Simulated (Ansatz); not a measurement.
# How the vibrations of Ta2Si change with volume

Computed with Ansatz, DFT PBEsol, scalar-relativistic, plane waves, PAW. Cutoff 420 eV, 10×10×10 k-points (Γ-centred), Fermi-Dirac smearing of 0.15 eV. No spin polarisation. Phonons by linear response, acoustic sum rule imposed.

Relaxed structure:
```cif
data_structure
_symmetry_space_group_name_H-M 'P 1'
_symmetry_Int_Tables_number 1
_cell_length_a 5.0189
_cell_length_b 5.0189
_cell_length_c 5.0189
_cell_angle_alpha 104.605
_cell_angle_beta 104.605
_cell_angle_gamma 119.715
_cell_volume 94.95
loop_
_atom_site_label
_atom_site_type_symbol
_atom_site_fract_x
_atom_site_fract_y
_atom_site_fract_z
_atom_site_occupancy
Ta1 Ta 0.66258 0.83742 0.50000 1
Ta2 Ta 0.83742 0.33742 0.17484 1
Ta3 Ta 0.33742 0.16258 0.50000 1
Ta4 Ta 0.16258 0.66258 0.82516 1
Si1 Si 0.25000 0.25000 0.00000 1
Si2 Si 0.75000 0.75000 0.00000 1
```

In a metal, frequencies depend on the k mesh and the smearing, soft modes most. Spin–orbit coupling is left out, which can shift energies with elements as heavy as these.

Cells at 0.98 and 1.02 times the equilibrium volume were relaxed in shape and atoms; γ = −d ln ν / d ln V, modes matched by rank.

Q: Give the optical frequencies at Γ (cm⁻¹) at the three volumes and the mode Grüneisen parameters.

A:
| 0.98 V | V | 1.02 V | γ | degeneracy |
| --- | --- | --- | --- | --- |
| 117 | 112 | 108 | 1.87 | 1 |
| 119 | 115 | 111 | 1.83 | 2 |
| 122 | 119 | 115 | 1.60 | 2 |
| 162 | 157 | 152 | 1.65 | 1 |
| 172 | 165 | 159 | 1.88 | 1 |
| 172 | 166 | 160 | 1.85 | 1 |
| 172 | 167 | 162 | 1.43 | 1 |
| 320 | 310 | 301 | 1.47 | 1 |
| 414 | 402 | 391 | 1.42 | 2 |
| 432 | 420 | 407 | 1.49 | 2 |
| 451 | 436 | 421 | 1.76 | 1 |

Q: What pressures hold the two strained cells, and what bulk modulus follows?

A: 4.77 GPa at 0.98 V and -4.31 GPa at 1.02 V, so B = −dP/d ln V ≈ 227 GPa.